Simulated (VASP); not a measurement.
Crystal: Ag2O.

```
Ag O
1.0
     4.71800    0.00000    0.00000
     0.00000    4.71800    0.00000
     0.00000    0.00000    4.71800
Ag O
4 2
Direct
  0.75000 0.25000 0.75000
  0.75000 0.75000 0.25000
  0.25000 0.75000 0.75000
  0.25000 0.25000 0.25000
  0.50000 0.50000 0.50000
  0.00000 0.00000 0.00000
```

```yaml
Program: VASP 6.6.1
Task: relaxation of cell and atoms
Functional: PBE
Potentials_or_basis: VASP PAW PBE potentials, release 64 (Ag, O)
Cutoff: 600 eV
k_mesh: 5 × 5 × 5
Occupations: fermi-dirac, width 0.05 eV
Spin: no spin polarisation
```

At the start: pressure 4.7 GPa; volume 17.50 Å³/atom.

Question: How do energy, volume and symmetry change on relaxing?

Answer: Over 3 steps the energy falls by 14.3 meV/atom and the volume is 18.54 Å³/atom (+5.9 %); space group Pn-3m (No. 224, to 0.05 Å).

The path:
```
step  energy change (eV)  largest force (eV/Å)  pressure (GPa)  volume (Å³)
   1              0.0000                0.0000            4.70       105.02
   2             -0.0801                0.0000           -1.06       113.02
   3             -0.0860                0.0000            0.01       111.23
```

Final structure:
```
CELL_PARAMETERS angstrom
4.80925 0.00000 0.00000
0.00000 4.80925 0.00000
0.00000 0.00000 4.80925
ATOMIC_POSITIONS crystal
Ag 0.75000 0.25000 0.75000
Ag 0.75000 0.75000 0.25000
Ag 0.25000 0.75000 0.75000
Ag 0.25000 0.25000 0.25000
O 0.50000 0.50000 0.50000
O 0.00000 0.00000 0.00000
```
